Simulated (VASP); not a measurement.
# LiCl (P1) in VASP: notebook

One crystal, LiCl, is run at these levels: r2SCAN; tasks: single point.

Everything below comes from runs of VASP 6.6.1. Logs are shortened: lines on timing, memory, paths and dates and some standing lists are left out, and cuts for length are marked.

### 1 Starting point

The typed cell holds 2 atoms: a = 3.368 Å, b = 3.362 Å, c = 3.410 Å, α = 59.46°, β = 59.74°, γ = 60.36°.

The cell was built by a generator and needn't be a form met in nature.

### 2 Single point, r2SCAN

File POSCAR:

```
LiCl
1.0
    0.0045896800      2.4010094300      2.3616926600
    2.4012035200      0.0124837300      2.3537976200
    2.4152329800      2.4071448500     -0.0015467300
Li Cl
1 1
Direct
    0.9957620000      0.9881070000      0.0204720000
    0.4728910000      0.5127280000      0.4752750000
```

File INCAR.step1:

```
SYSTEM = LiCl
PREC = Accurate
ENCUT = 520
ISMEAR = -1
SIGMA = 0.1
LREAL = .False.
LASPH = .True.
NELM = 100
NBANDS = 12
GGA = PE
ALGO = Normal
EDIFF = 1E-4
LWAVE = .True.
LCHARG = .False.
```

File INCAR.step2:

```
SYSTEM = LiCl
PREC = Accurate
ENCUT = 520
EDIFF = 1E-6
ISMEAR = -1
SIGMA = 0.1
LREAL = .False.
LASPH = .True.
NELM = 100
ALGO = Normal
ISIF = 2
LWAVE = .False.
LCHARG = .False.
METAGGA = R2SCAN
LMIXTAU = .True.
NBANDS = 12
ISTART = 1
```

File KPOINTS:

```
Automatic mesh
0
Gamma
  6 7 6
  0.5 0 0.5
```

Potentials or basis: VASP PAW PBE potentials, release 64 (Li_sv, Cl).

Started as:

```sh
$ cat potpaw_PBE.64/Li_sv/POTCAR potpaw_PBE.64/Cl/POTCAR > POTCAR
$ cp INCAR.step1 INCAR
$ mpirun -np 1 vasp_std > vasp.out
$ cp INCAR.step2 INCAR
$ mpirun -np 1 vasp_std > vasp.out
```

OUTCAR:

```text
SYSTEM = LiCl
   PREC = Accurate
   ENCUT = 520
   EDIFF = 1E-6
   ISMEAR = -1
   LREAL = .False.
   LASPH = .True.
   NELM = 100
   ISIF = 2
   METAGGA = R2SCAN
   ISTART = 1

 ion  position               nearest neighbor table
   1  0.996  0.988  0.020-   2 2.23   2 2.36   2 2.36   2 2.37   2 2.46   2 2.56
   2  0.473  0.513  0.475-   1 2.23   1 2.36   1 2.36   1 2.37   1 2.46   1 2.56

  LATTYP: Found a triclinic cell.
 ALAT       =     3.3624838176
 B/A-ratio  =     1.0141137911
 C/A-ratio  =     1.0062854858
 COS(alpha) =     0.0033685093
 COS(beta)  =     0.5015535282
 COS(gamma) =     0.5081057347

  Lattice vectors:

 A1 = (  -2.4012035200,  -0.0124837300,  -2.3537976200)
 A2 = (  -2.4152329800,  -2.4071448500,   0.0015467300)
 A3 = (  -2.3966138400,   2.3885257000,   0.0078950400)

Analysis of symmetry for initial positions (statically):
=====================================================================
 Subroutine PRICEL returns:
 Original cell was already a primitive cell.

 Routine SETGRP: Setting up the symmetry group for a
 triclinic supercell.

 Subroutine GETGRP returns: Found  1 space group operations
 (whereof  1 operations were pure point group operations)
 out of a pool of  2 trial point group operations.

The static configuration has the point symmetry C_1 .

Analysis of symmetry for dynamics (positions and initial velocities):
=====================================================================
 Subroutine PRICEL returns:
 Original cell was already a primitive cell.

 Routine SETGRP: Setting up the symmetry group for a
 triclinic supercell.

 Subroutine GETGRP returns: Found  1 space group operations
 (whereof  1 operations were pure point group operations)
 out of a pool of  2 trial point group operations.

The dynamic configuration has the point symmetry C_1 .

 Subroutine INISYM returns: Found  1 space group operations
 (whereof  1 operations are pure point group operations),
 and found     1 'primitive' translations

----------------------------------------------------------------------------------------

                                     Primitive cell

  volume of cell :      27.2121

  direct lattice vectors                    reciprocal lattice vectors
     0.004589680  2.401009430  2.361692660    -0.208214711  0.209050095  0.211299462
     2.401203520  0.012483730  2.353797620     0.209048860 -0.209614604  0.212697944
[... 88 lines left out ...]
   NSW    =      0    number of steps for IOM
   IBRION =     -1    ionic relax: 0-MD 1-quasi-New 2-CG
   NFREE  =      0    steps in history (QN), initial steepest desc. (CG)
   ISIF   =      2    stress and relaxation
   ISYM   =      2    0-nonsym 1-usesym 2-fastsym
   POTIM  = 0.5000    time-step for ionic-motion
   TEBEG  =    0.0;   TEEND  =   0.0 temperature during run
   PSTRESS=    0.0 pullay stress
   NELECT =      10.0000    total number of electrons
   NUPDOWN=      -1.0000    fix difference up-down
   EMIN   =  10.00;   EMAX   =-10.00  energy-range for DOS
   EFERMI =   0.00;   METHOD = LEGACY
   ISMEAR =    -1;   SIGMA  =   0.10  broadening in eV -4-tet -1-fermi 0-gaus
   EFERMI_NEDOS =   21; number of points for ismear=-14 and -15
   IALGO  =     38    algorithm
   IMIX   =      4    mixing-type and parameters
     AMIX     =   0.40;   BMIX     =  1.00
     AMIX_MAG =   1.60;   BMIX_MAG =  1.00
  volume/ion in A,a.u.               =      13.61        91.82
  Fermi-wavevector in a.u.,A,eV,Ry     =   1.172612  2.215916 18.708270  1.375019
  Thomas-Fermi vector in A             =   2.309038
   LORBIT       =      0    0 simple, 1 ext, 2 COOP (PROOUT), +10 PAW based schemes
   METAGGA = R2SCAN    functional components
   LHFCALC =     F    Hartree Fock is set to
   AEXX    =    0.0000 exact exchange contribution
   IVDW    =     0    specifies the selected vdW correction
   LEPSILON=     F    determine dielectric tensor
   LRPA    =     F    only Hartree local field effects (RPA)
 non-spin polarized calculation
  energy-cutoff  :      520.00
  volume of cell :       27.21
 maximum number of plane-waves:       743
 NGX is ok and might be reduce to    28
   NGX = 13   NGY = 13   NGZ = 13

 number of electron      10.0000000 magnetization

 Free energy of the ion-electron system (eV)
  ---------------------------------------------------
  ext. energy  EPLUGINS =         0.00000000
  ---------------------------------------------------
  free energy    TOTEN  =       -12.38616847 eV

  energy without entropy =      -12.38616847  energy(sigma->0) =      -12.38616847

 E-fermi :   4.2774     XC(G=0): -10.1813

 val. band max:        2.0744848457   @ k =  -0.0833   0.0000   0.0833
 cond. band min:      10.0005924304   @ k =   0.4167   0.4286   0.4167
 fundamental gap:      7.9261075847
 Fermi energy:         4.2773595169

 k-point     1 :       0.0833   -0.0000    0.0833
  band No.  band energies     occupation
      1     -42.5767      2.00000
      2     -12.7791      2.00000
      3       1.7691      2.00000
      4       1.8869      2.00000
      5       1.9693      2.00000
      6      11.2517      0.00000
      7      14.1903      0.00000
      8      14.8546      0.00000
      9      14.9801      0.00000
     10      15.9373      0.00000
     11      18.1518      0.00000
     12      19.7161      0.00000
[... 331 lines left out ...]
 k-point    24 :      -0.0833    0.4286    0.0833
  band No.  band energies     occupation
      1     -42.5689      2.00000
      2     -11.8683      2.00000
      3      -1.4748      2.00000
      4       0.8468      2.00000
      5       1.4129      2.00000
      6      10.8075      0.00000
      7      12.2718      0.00000
      8      13.4681      0.00000
      9      16.7623      0.00000
     10      19.6738      0.00000
     11      21.6052      0.00000
     12      22.7168      0.00000

 [... further k-points ...]
[... 5 lines left out ...]
  --------------------------------------------------------------------------------------
  -------------------------------------------------------------------------------------
  Total        1.6563723      2.1817461      1.9714273     -0.0799793     -0.0175182      0.0292465
  in kB       97.5230180    128.4557011    116.0726617     -4.7089820     -1.0314251      1.7219608
  external PRESSURE =     114.0171269 kB  Pullay stress =       0.0000000 kB

 VOLUME and BASIS-vectors are now :
 -----------------------------------------------------------------------------
  energy-cutoff  :      520.00
  volume of cell :       27.21
      direct lattice vectors                 reciprocal lattice vectors
     0.004589680  2.401009430  2.361692660    -0.208214711  0.209050095  0.211299462
     2.401203520  0.012483730  2.353797620     0.209048860 -0.209614604  0.212697944
     2.415232980  2.407144850 -0.001546730     0.206599854  0.207999748 -0.211863970

 POSITION                                       TOTAL-FORCE (eV/Angst)
 -----------------------------------------------------------------------------------
      2.42666      2.45245      4.67746        -0.102682     -0.420176      0.016900
      2.38123      2.28587      2.32295         0.102682      0.420176     -0.016900
 -----------------------------------------------------------------------------------
    total drift:                               -0.012326     -0.004424      0.013321

  FREE ENERGIE OF THE ION-ELECTRON SYSTEM (eV)
  ---------------------------------------------------
  free  energy   TOTEN  =       -12.3861684734 eV

  energy  without entropy=      -12.3861684733  energy(sigma->0) =      -12.38616847
```

Run time: 82 s. Hardware: 1 thread of Intel Xeon 6975P-C (Granite Rapids), shared host; peak memory 0.17 GiB.

Results:

* Free energy: -12.3862 eV
* Largest force: 0.433 eV/Å
* Band gap on the k mesh: 7.93 eV, indirect (least direct gap 8.28 eV)

Forces on the atoms (eV/Å):
```
Li  -0.103 -0.420  0.017
Cl   0.103  0.420 -0.017
```

Levels at points of the mesh, in eV from the valence-band top:
```tsv
k point	band 3	band 4	band 5	band 6	band 7	band 8
(0.08, 0.00, 0.08)	-0.31	-0.19	-0.11	9.18	12.12	12.78
```

Caveat: the cutoff is under 1.25 times the usual one of these potentials, so pressure, stress and relaxed cells hold a basis-set (Pulay) error; the PAW data sets were made with another functional, which shifts forces and pressure a little.

### 3 Single point, r2SCAN

POSCAR is that of step 2.

File INCAR.step1:

```
PREC = Accurate
ENCUT = 520
ISMEAR = 1
SIGMA = 0.05
LREAL = F
LASPH = T
NELM = 100
NBANDS = 12
GGA = PE
ALGO = Normal
EDIFF = 1E-4
LWAVE = T
LCHARG = F
```

File INCAR.step2:

```
PREC = Accurate
ENCUT = 520
EDIFF = 1E-6
ISMEAR = 1
SIGMA = 0.05
LREAL = F
LASPH = T
NELM = 100
ALGO = Normal
ISIF = 2
LWAVE = F
LCHARG = T
METAGGA = R2SCAN
LMIXTAU = T
LELF = T
LVHAR = T
NBANDS = 12
ISTART = 1
```

KPOINTS is that of step 2.

Potentials or basis: VASP PAW PBE potentials, release 64 (Li_sv, Cl).

Started as:

```sh
$ cat potpaw_PBE.64/Li_sv/POTCAR potpaw_PBE.64/Cl/POTCAR > POTCAR
$ cp INCAR.step1 INCAR
$ mpirun -np 1 vasp_std > vasp.out
$ cp INCAR.step2 INCAR
$ mpirun -np 1 vasp_std > vasp.out
```

Wall time 83 s (1 thread of Intel Xeon 6975P-C (Granite Rapids), shared host); peak memory 0.17 GiB.

Results (log left out):

| Property | Result |
| --- | --- |
| Free energy | -12.3861 eV |
| Largest force | 0.433 eV/Å |
| Band gap on the k mesh | 7.93 eV, indirect (least direct gap 8.28 eV) |

Forces on the atoms (eV/Å):
```
Li  -0.103 -0.420  0.017
Cl   0.103  0.420 -0.017
```

Levels at points of the mesh, in eV from the valence-band top:
| k point | band 2 | band 3 | band 4 | band 5 | band 6 | band 7 | band 8 | band 9 |
| --- | --- | --- | --- | --- | --- | --- | --- | --- |
| (0.08, 0.00, 0.08) | -14.85 | -0.31 | -0.19 | -0.10 | 9.18 | 12.12 | 12.78 | 12.91 |

Caveat: the cutoff is under 1.25 times the usual one of these potentials, so pressure, stress and relaxed cells hold a basis-set (Pulay) error; the PAW data sets were made with another functional, which shifts forces and pressure a little. A k mesh can miss the band edges.
